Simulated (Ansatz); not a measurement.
## A series in volume per atom on V

Equation of state of a cubic crystal from periodic Kohn-Sham density functional theory without spin; pressure corrected for the finite basis. The results are calculated, by Ansatz 0.2.0 development build.

Cell of the first row (space group Pm-3m, No. 221):
```
CELL_PARAMETERS angstrom
2.39900 0.00000 0.00000
0.00000 2.39900 0.00000
0.00000 0.00000 2.39900
ATOMIC_POSITIONS crystal
V 0.00000 0.00000 0.00000
```

Settings of every row: formula V; structure type simple cubic; functional PBE; spin treatment none; k mesh 15x15x15; occupation method fermi-dirac; occupation width 0.061225619 eV; wave cutoff 420 eV; datasets soft-1 PAW; density cutoff ratio 4.

Limits: a cubic model structure, not a phase known at ambient conditions; modest k-mesh, values are not fully converged in k.

```
row  volume per atom (Å³)  pressure (GPa)  energy above lowest point (meV/atom)
  1                13.807               ?                                     ?
  2                  14.1           6.447                                 12.29
  3                14.394           3.307                                  3.39
  4                14.688           0.444                                     0
  5                14.982          -2.165                                  1.61
  6                15.275          -4.545                                   7.8
  7                15.569          -6.714                                 18.15
```

Question: what pressure and energy above lowest point should row 1 give?

Worked fit of pressure. Take u = (V_r/V)^(2/3) − 1 with V_r = 14.835 Å³ an atom, which is twice the finite (Eulerian) strain; such expansions in the strain, on which the Birch-Murnaghan equation of state is built, carry the rest volume and the bulk modulus. The shown rows have u = 0.03446, 0.02032, 0.00666, -0.00655, -0.0193, -0.03168. Least squares give pressure = −0.8915 + 197.746 × u + 440.66 × u² GPa; a straight line predicts inner rows, each left out in turn, worse (root mean square 0.18 against 0.0028 GPa). The rows lie off it by 0.001, -0.002, -0.001, 0.003, -0.001, 0.000. The pressure vanishes at u = 0.0045, or V = 14.74 Å³ an atom, and there the bulk modulus at fixed shape and fractions is B = −V dP/dV = (2/3)(1 + u) dP/du = 135 GPa. The withheld row has u = 0.04904, so the fit gives −0.8915 + 197.746 × (0.04904) + 440.66 × (0.04904)² = 9.866 GPa.

The calculation gave 9.896 GPa. The fit lies 0.030 GPa (0.18 % of the column's range) below it; its largest miss of a shown row is 0.003 GPa. This row lies beyond the range of the fit.

Worked fit of energy above lowest point. Take u = (V_r/V)^(2/3) − 1 with V_r = 14.835 Å³ an atom, which is twice the finite (Eulerian) strain; such expansions in the strain, on which the Birch-Murnaghan equation of state is built, carry the rest volume and the bulk modulus. The shown rows have u = 0.03446, 0.02032, 0.00666, -0.00655, -0.0193, -0.03168. Least squares give energy above lowest point = 0.209 − 124.23 × u + 13871.6 × u² − 2688 × u³ meV/atom; a parabola predicts inner rows, each left out in turn, worse (root mean square 0.034 against 0.012 meV/atom). The rows lie off it by 0.00, 0.00, 0.00, -0.01, 0.01, 0.00. Its lowest point lies at u = 0.0045, or V = 14.74 Å³ an atom, and the curvature there gives the bulk modulus at fixed shape and fractions, B = (4/9)(1 + u)² E″(u)/V = 135 GPa. The withheld row has u = 0.04904, so the fit gives 0.209 − 124.23 × (0.04904) + 13871.6 × (0.04904)² − 2688 × (0.04904)³ = 27.16 meV/atom.

The calculation gave 27.23 meV/atom. The fit lies 0.07 meV/atom (0.26 % of the column's range) below it; its largest miss of a shown row is 0.01 meV/atom. This row lies beyond the range of the fit.
